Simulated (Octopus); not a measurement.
# Ru (P6_3/mmc) in Octopus: notebook

One crystal, Ru, is run at these levels: LDA, LDA+U; tasks: density of states.

Program: Octopus 16.4. These are calculated values, not measurements. Logs are shortened: lines on timing, memory, paths and dates and some standing lists are left out, and cuts for length are marked.

## (1) The crystal as given

It takes space group P6_3/mmc (No. 194, hexagonal). Conventional cell: a = 2.706 Å, b = 2.706 Å, c = 4.282 Å, α = 90.00°, β = 90.00°, γ = 120.00°. Ru (site symmetry -6m2) is surrounded by 12 Ru at 2.65 to 2.71 Å.

## (2) Density of states, LDA, 13.57 Å³/atom

Input file inp:

```
CalculationMode = gs
UnitsOutput = eV_Angstrom
PeriodicDimensions = 3
ExperimentalFeatures = yes
PseudopotentialSet = pseudodojo_lda
%LatticeParameters
 1*angstrom | 1*angstrom | 1*angstrom
%
%LatticeVectors
 2.7058 | 0 | 0
 -1.3529 | 2.3432915376 | 0
 0 | 0 | 4.2819
%
%ReducedCoordinates
 "Ru" | 0.6666666667 | 0.3333333333 | 0.75
 "Ru" | 0.3333333333 | 0.6666666667 | 0.25
%
%Spacing
 0.14241053*angstrom | 0.14241053*angstrom | 0.14273000*angstrom
%
DerivativesOrder = 8
%KPointsGrid
 7 | 7 | 4
%
KPointsUseSymmetries = yes
XCFunctional = lda_x + lda_c_pw_mod
SmearingFunction = fermi_dirac
Smearing = 0.05*eV
ExtraStates = 16
Eigensolver = chebyshev_filter
ConvRelDens = 1e-6
MaximumIter = 120
DOSGamma = 0.1*eV
DOSEnergyPoints = 400
DOSComputePDOS = yes
%Output
 dos
%
```

Potentials or basis: pseudodojo_lda (PseudoDojo 0.4, LDA).

Command:

```sh
$ OMP_NUM_THREADS=1 octopus > out.log
```

out.log:

```text
Running octopus

[... 13 lines left out ...]

Input: [AllElectronType = no]
Input: [PseudopotentialSet = pseudodojo_lda]
Reading Coordinates from ReducedCoordinates block

****************************** Species *******************************
  Species 'Ru'
    type             : pseudopotential
    file             : 'Ru.upf'
    file format      : UPF2
    valence charge   : 16.0
    atomic number    :  44
    form on file     : kleinman-bylander
    lmax             : 2
    llocal           : -1
    projectors per l : 2
    total projectors : 6
    application form : kleinman-bylander
    orbitals         : 10
    bound orbitals   : 10

**********************************************************************

***************************** Symmetries *****************************
Space group No.  194
International: P6_3/mmc
Schoenflies: D6h^4
Info: The system has    12 symmorphic symmetries that can be used.
  Index                Rotation matrix                      Fractional translations
    1 :     1   0   0     0   1   0     0   0   1      0.000000    0.000000    0.000000
    2 :    -1   0   0     0  -1   0     0   0  -1      0.000000    0.000000    0.000000
    3 :     0   1   0    -1  -1   0     0   0   1      0.000000    0.000000    0.000000
    4 :     0  -1   0     1   1   0     0   0  -1      0.000000    0.000000    0.000000
    5 :    -1  -1   0     1   0   0     0   0   1      0.000000    0.000000    0.000000
    6 :     1   1   0    -1   0   0     0   0  -1      0.000000    0.000000    0.000000
    7 :    -1  -1   0     0   1   0     0   0  -1      0.000000    0.000000    0.000000
    8 :     1   1   0     0  -1   0     0   0   1      0.000000    0.000000    0.000000
    9 :     0   1   0     1   0   0     0   0  -1      0.000000    0.000000    0.000000
   10 :     0  -1   0    -1   0   0     0   0   1      0.000000    0.000000    0.000000
   11 :     1   0   0    -1  -1   0     0   0  -1      0.000000    0.000000    0.000000
   12 :    -1   0   0     1   1   0     0   0   1      0.000000    0.000000    0.000000
Info: The system also has    12 nonsymmorphic symmetries (not used for electrons).
    1 :     1   1   0    -1   0   0     0   0   1     -0.000000    0.000000   -0.500000
    2 :    -1  -1   0     1   0   0     0   0  -1     -0.000000   -0.000000   -0.500000
    3 :    -1   0   0     0  -1   0     0   0   1     -0.000000   -0.000000   -0.500000
    4 :     1   0   0     0   1   0     0   0  -1      0.000000    0.000000   -0.500000
    5 :     0  -1   0     1   1   0     0   0   1      0.000000   -0.000000   -0.500000
    6 :     0   1   0    -1  -1   0     0   0  -1     -0.000000   -0.000000   -0.500000
    7 :     0  -1   0    -1   0   0     0   0  -1     -0.000000   -0.000000   -0.500000
    8 :     0   1   0     1   0   0     0   0   1      0.000000    0.000000   -0.500000
    9 :    -1   0   0     1   1   0     0   0  -1     -0.000000    0.000000   -0.500000
   10 :     1   0   0    -1  -1   0     0   0   1     -0.000000   -0.000000   -0.500000
   11 :     1   1   0     0  -1   0     0   0  -1      0.000000   -0.000000   -0.500000
   12 :    -1  -1   0     0   1   0     0   0   1     -0.000000   -0.000000   -0.500000
**********************************************************************

Input: [CurvMethod = curv_affine]
Input: [DerivativesStencil = stencil_stargeneral]

****************************** Lattice *******************************
  Lattice Vectors [A]
    2.705800    0.000000    0.000000
   -1.352900    2.343292    0.000000
    0.000000    0.000000    4.281900
  Cell volume =            27.1493 [A^3]
  Reciprocal-Lattice Vectors [A^-1]
    2.322117    1.340675   -0.000000
    0.000000    2.681350    0.000000
    0.000000   -0.000000    1.467383
  Cell angles [degree]
    alpha =   90.000
    beta  =   90.000
    gamma =  120.000
**********************************************************************

Checking if the generated full k-point grid is symmetric

    28 k-points generated from parameters :
 ---------------------------------------------------
[... 112 lines left out ...]
      Block       6 contains       4 states:      21 -      24
      Block       7 contains       4 states:      25 -      28
      Block       8 contains       4 states:      29 -      32
Info: Ground-state allocation done.
Info: Could not find 'restart/gs' directory for restart.
[... 18 lines left out ...]
** Warning:
**   Cannot do LCAO for all states because there are not enough atomic orbitals.
**   Required: 32. Available: 20. 12 orbitals will be randomized.

Info: Unnormalized total charge =     32.003312
Info: Renormalized total charge =     32.000000
Info: Setting up Hamiltonian.
Info: Performing initial LCAO calculation with     20 orbitals.
Info: Getting Hamiltonian matrix elements.

Eigenvalues [eV]
 #st  Spin   Eigenvalue      Occupation
#k =       1, k = (  0.000000,  0.000000,  0.000000)
   1   --   -59.207009       2.000000
   2   --   -58.980620       2.000000
   3   --   -29.990234       2.000000
   4   --   -28.974485       2.000000
   5   --   -28.974485       2.000000
   6   --   -28.789195       2.000000
[... 12 lines left out ...]
  19   --    14.397677       2.000000
  20   --    24.102014       0.000000
#k =       2, k = (  0.142857,  0.000000,  0.000000)
   1   --   -59.062086       2.000000
   2   --   -58.852166       2.000000
   3   --   -29.900529       2.000000
   4   --   -28.988681       2.000000
   5   --   -28.925309       2.000000
   6   --   -28.772901       2.000000
[... 12 lines left out ...]
  19   --    15.550274       2.000000
  20   --    24.725214       0.000000
[... 26 further k-points ...]
Fermi energy =    20.505333 eV
Generating random wavefunctions for states       21 and above
Orthogonalizing wavefunctions.
Info: Ground-state restart information will be written to 'restart/gs'.
Info: SCF using complex wavefunctions.
Info: Starting SCF iteration.

** Warning:
**   Symmetrization discrepancy ratio (scalar) =  5.28470E-02

*********************** SCF CYCLE ITER #    1 ************************
 etot  = -5.40348610E+03 abs_ev   =  1.06E+02 rel_ev   =  2.43E-01
 ediff =        1.99E+02 abs_dens =  2.67E+00 rel_dens =  8.33E-02
Matrix vector products: 700
Converged eigenvectors: 0

#  State  KPoint  Eigenvalue [eV]  Occupation    Error
      1       1      -59.209454    2.000000   ( 8.8E-07)
      1       2      -59.177738    2.000000   ( 4.2E-06)
      1       3      -59.176726    2.000000   ( 5.5E-06)
      1       6      -59.147791    2.000000   ( 6.6E-06)
      1       5      -59.147791    2.000000   ( 7.5E-06)
      1       4      -59.123544    2.000000   ( 6.0E-06)
      1       8      -59.101390    2.000000   ( 1.1E-05)
      1       7      -59.098850    2.000000   ( 7.6E-06)
[... 23 lines left out ...]
     32      24       43.879995    0.000000   ( 9.0E-02)
     32      26       44.145192    0.000000   ( 1.1E-01)
     32       5       44.168673    0.000000   ( 1.1E-01)
     32      20       44.393679    0.000000   ( 9.9E-02)
     32      22       44.694578    0.000000   ( 1.1E-01)
     32      25       44.964571    0.000000   ( 9.0E-02)
     32      17       45.031077    0.000000   ( 8.4E-02)
     32      14       45.313922    0.000000   ( 9.0E-02)

Density of states:

--------------------%-------------------------------------------------
--------------------%-------------------------------------------------
--------------------%-------------------------------------------------
--------------------%-------------------------------------------------
--------------------%-------------------------------------------------
--------------------%-------------------------%-----------------------
%-------------------%-------------------------%--%--------------------
%-------------------%-----------------------%%%%%%--------------------
%------------------%%----------------------%%%%%%%-----%-%%%%---%%%---
%------------------%%----------------------%%%%%%%-%%-%%%%%%%%%%%%%%%-
                                                ^

Fermi energy =    12.903423 eV

**********************************************************************

** Warning:
**   Symmetrization discrepancy ratio (scalar) =  5.41370E-02

*********************** SCF CYCLE ITER #    2 ************************
 etot  = -5.47528661E+03 abs_ev   =  2.99E+01 rel_ev   =  6.39E-02
 ediff =        2.64E+00 abs_dens =  9.33E-01 rel_dens =  2.92E-02
Matrix vector products: 700
Converged eigenvectors: 0
[... 103 lines left out ...]
*********************** SCF CYCLE ITER #   11 ************************
 etot  = -5.50381159E+03 abs_ev   =  3.81E-04 rel_ev   =  7.92E-07
 ediff =        3.17E-05 abs_dens =  1.09E-05 rel_dens =  3.40E-07
Matrix vector products: 700
Converged eigenvectors: 0

#  State  KPoint  Eigenvalue [eV]  Occupation    Error
      1       1      -61.218053    2.000000   ( 3.5E-07)
      1       2      -61.189155    2.000000   ( 3.5E-07)
      1       3      -61.188097    2.000000   ( 3.5E-07)
      1       6      -61.161752    2.000000   ( 3.5E-07)
      1       5      -61.161752    2.000000   ( 3.5E-07)
      1       4      -61.139793    2.000000   ( 3.5E-07)
      1       8      -61.119624    2.000000   ( 3.4E-07)
      1       7      -61.117208    2.000000   ( 3.4E-07)
[... 23 lines left out ...]
     32      20       42.350284    0.000000   ( 2.9E-02)
     32      10       42.356113    0.000000   ( 2.7E-02)
     31      22       42.611835    0.000000   ( 1.6E-02)
     32      22       42.772503    0.000000   ( 3.2E-02)
     32      14       42.830368    0.000000   ( 2.2E-02)
     32      15       42.837861    0.000000   ( 3.3E-02)
     32      17       42.896957    0.000000   ( 4.6E-02)
     32      25       43.176878    0.000000   ( 2.8E-02)

Density of states:

--------------------%-------------------------------------------------
--------------------%-------------------------------------------------
--------------------%-------------------------------------------------
--------------------%-------------------------------------------------
--------------------%-------------------------------------------------
--------------------%-------------------------------------------------
--------------------%--------------------------%-%--------------------
%-------------------%------------------------%%%-%--------------------
%-------------------%------------------------%%%%%---------%%-----%%--
%-------------------%-----------------------%%%%%%%-%--%%%%%%%%%%%%%%-
                                                ^

Fermi energy =    11.768397 eV

**********************************************************************

Info: SCF converged in   11 iterations

** Warning:
**   Some of the states are not fully converged!

Info: Number of matrix-vector products:       7700
Info: Writing output to static/
Info: Finished writing information to 'restart/gs'.

Octopus emitted 15 warnings.
```

It took 1.9 min on 1 thread of Arm Neoverse V2, shared host; peak memory 0.66 GiB.

Results:

- Free energy: -5503.8396 eV
- Band gap on the k mesh: none (metal or under the smearing width)

Caveat: the k mesh is coarse (spacing up to 0.38 Å⁻¹), so the values aren't converged; the program's energy grid is too thin for its DOS broadening, so the DOS isn't listed.

## (3) Density of states, LDA+U, 13.57 Å³/atom

inp, as its differences from that of step 2:

```diff
@@ -5,2 +5,5 @@
 PseudopotentialSet = pseudodojo_lda
+%Species
+ "Ru" | species_pseudo | hubbard_l | 2 | hubbard_u | 2*eV
+%
 %LatticeParameters
@@ -26,2 +29,4 @@
 XCFunctional = lda_x + lda_c_pw_mod
+DFTULevel = dft_u_empirical
+AOTruncation = ao_box
 SmearingFunction = fermi_dirac
@@ -37,2 +42,3 @@
  dos
+ occ_matrices
 %
```

Potentials or basis: pseudodojo_lda (PseudoDojo 0.4, LDA).

Command:

```sh
$ OMP_NUM_THREADS=1 octopus > out.log
```

It took 3.9 min on 1 thread of Arm Neoverse V2, shared host; peak memory 0.71 GiB.

The run converged. Its results:

```yaml
Free_energy: -5498.8799 eV
Band_gap_on_the_k_mesh: none (metal or under the smearing width)
```

Caveat: the k mesh is coarse (spacing up to 0.38 Å⁻¹), so the values aren't converged; U acts on the potentials' truncated atomic orbitals, so values differ from other programs' at the same U, and they weren't checked against one; the program's energy grid is too thin for its DOS broadening, so the DOS isn't listed; U without spin polarisation on a metal has little footing; the U is typed as a test and isn't derived for this compound.

## (4) Density of states, LDA+U, 13.57 Å³/atom

inp, as its differences from that of step 3:

```diff
@@ -6,3 +6,3 @@
 %Species
- "Ru" | species_pseudo | hubbard_l | 2 | hubbard_u | 2*eV
+ "Ru" | species_pseudo | hubbard_l | 2 | hubbard_u | 4*eV
 %
```

Command:

```sh
$ OMP_NUM_THREADS=1 octopus > out.log
```

It took 4.3 min on 1 thread of Arm Neoverse V2, shared host; peak memory 0.71 GiB.

It converged, with:

- Free energy: -5493.9229 eV
- Band gap on the k mesh: none (metal or under the smearing width)

Caveat: the k mesh is coarse (spacing up to 0.38 Å⁻¹), so the values aren't converged; U acts on the potentials' truncated atomic orbitals, so values differ from other programs' at the same U, and they weren't checked against one; the program's energy grid is too thin for its DOS broadening, so the DOS isn't listed; U without spin polarisation on a metal has little footing; the U is typed as a test and isn't derived for this compound.

## (5) Density of states, LDA+U, 13.57 Å³/atom

inp, as its differences from that of step 4:

```diff
@@ -6,3 +6,3 @@
 %Species
- "Ru" | species_pseudo | hubbard_l | 2 | hubbard_u | 4*eV
+ "Ru" | species_pseudo | hubbard_l | 2 | hubbard_u | 6*eV
 %
```

Command:

```sh
$ OMP_NUM_THREADS=1 octopus > out.log
```

It took 5.5 min on 1 thread of Arm Neoverse V2, shared host; peak memory 0.71 GiB.

It converged, with:

- Free energy: -5488.9698 eV
- Band gap on the k mesh: none (metal or under the smearing width)

Caveat: the k mesh is coarse (spacing up to 0.38 Å⁻¹), so the values aren't converged; U acts on the potentials' truncated atomic orbitals, so values differ from other programs' at the same U, and they weren't checked against one; the program's energy grid is too thin for its DOS broadening, so the DOS isn't listed; U without spin polarisation on a metal has little footing; the U is typed as a test and isn't derived for this compound.

## (6) Density of states, LDA+U, 13.57 Å³/atom

inp, as its differences from that of step 5:

```diff
@@ -6,3 +6,3 @@
 %Species
- "Ru" | species_pseudo | hubbard_l | 2 | hubbard_u | 6*eV
+ "Ru" | species_pseudo | hubbard_l | 2 | hubbard_u | 8*eV
 %
```

Potentials or basis: pseudodojo_lda (PseudoDojo 0.4, LDA).

Command:

```sh
$ OMP_NUM_THREADS=1 octopus > out.log
```

Wall time 6 min (1 thread of Arm Neoverse V2, shared host); peak memory 0.7 GiB.

Results (log left out):

```yaml
Free_energy: -5484.0237 eV
Band_gap_on_the_k_mesh: none (metal or under the smearing width)
```

Caveat: the k mesh is coarse (spacing up to 0.38 Å⁻¹), so the values aren't converged; U acts on the potentials' truncated atomic orbitals, so values differ from other programs' at the same U, and they weren't checked against one; the program's energy grid is too thin for its DOS broadening, so the DOS isn't listed; U without spin polarisation on a metal has little footing; the U is typed as a test and isn't derived for this compound.
